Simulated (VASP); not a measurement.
Results of a VASP single-point calculation on TePb (strained measured structure)

POSCAR

```
Te Pb
 1.0000000000000000
     0.0000000000000000    3.4459536783000000    3.4459536783000000
     3.4459536783000000    0.0000000000000000    3.4459536783000000
     3.4459536783000000    3.4459536783000000    0.0000000000000000
 Te  Pb
   1   1
Cartesian
  3.4459536783000000  3.4459536783000000  3.4459536783000000
  0.0000000000000000  0.0000000000000000  0.0000000000000000
```

| Property | Result |
| --- | --- |
| gap between bands v and c | 1.02 eV |
| least direct gap | 1.02 eV |

Band v is the last that the valence electrons fill when counted band by band, and c is the next. Levels in eV from the top of v:

```
point    v−1      v     c   c+1
    Γ  -0.70  -0.70  3.79  3.79
    X  -1.81  -1.81  4.03  4.77
    K  -1.41  -1.37  3.32  3.51
    L  -0.34   0.00  1.02  1.64
    W  -2.57  -0.07  1.81  4.91
```

Task: Which of these levels of theory gave these results?
A. r²SCAN
B. PBE with spin–orbit coupling
C. LDA
D. PBE
E. HSE06
F. PBEsol
G. PBE0

Result: D.

The INCAR was:

```
EDIFF = 1E-7
SIGMA = 0.02
NBANDS = 17
LASPH = .TRUE.
LWAVE = .FALSE.
ENCUT = 520
IBRION = -1
LCHARG = .TRUE.
LREAL = .FALSE.
NELM = 120
ISIF = 2
GGA = PE
ISMEAR = -1
LELF = .TRUE.
NSW = 0
PREC = Accurate
```
